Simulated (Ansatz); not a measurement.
# Al$_{3}$Cu: do energies and stresses tell the same story?

All numbers below come from DFT r2SCAN, scalar-relativistic, plane waves, PAW in Ansatz.

Settings: cutoff 500 eV, Γ-centred mesh 12×12×12 on the computed 4-atom cell, Gaussian smearing of 0.10 eV; no spin polarisation.

Relaxed cell: Pm-3m, a = 3.889 Å, b = 3.889 Å, c = 3.889 Å, α = 90.00°, β = 90.00°, γ = 90.00°, 4 atoms in the primitive cell. Whether it is the stable form of this composition wasn't checked.

Energies at zero smearing and pressures from the stress tensor, at volumes with shape and atoms relaxed:
| V (Å³/atom) | E − E(first) (meV/atom) | P (GPa) |
| --- | --- | --- |
| 12.941 | 0.00 | 17.64 |
| 13.382 | -40.91 | 12.14 |
| 13.824 | -67.76 | 7.44 |
| 14.265 | -82.59 | 3.42 |
| 14.706 | -87.17 | -0.01 |
| 15.147 | -82.99 | -2.95 |
| 15.588 | -71.33 | -5.45 |
| 16.177 | -46.04 | -8.21 |

Task: Check P = −dE/dV between neighbouring volumes, and get the bulk modulus from the pressures alone.

Result: With 1 eV/Å³ = 160.2 GPa:
```
middle V (Å³/atom)  −ΔE/ΔV (GPa) mean P (GPa)
            13.162        14.856        14.890
            13.603         9.750         9.788
            14.044         5.386         5.427
            14.485         1.662         1.702
            14.927        -1.517        -1.480
            15.368        -4.233        -4.196
            15.882        -6.889        -6.827
```

The two differ by 0.06 GPa at most. The mean of two end pressures misses the average over a step by about ΔV² P″/12, up to 0.07 GPa here; with that taken off 0.04 GPa remains. The stress is the derivative of the free energy, not of the energy at zero smearing, and with free energies 0.00 GPa remains. Around V = 14.706 Å³/atom, the two neighbours give B = −V ΔP/ΔV = 14.706 × 6.36 / 0.882 = 106.1 GPa, against B0 = 105.7 GPa from the Birch–Murnaghan fit of the energies.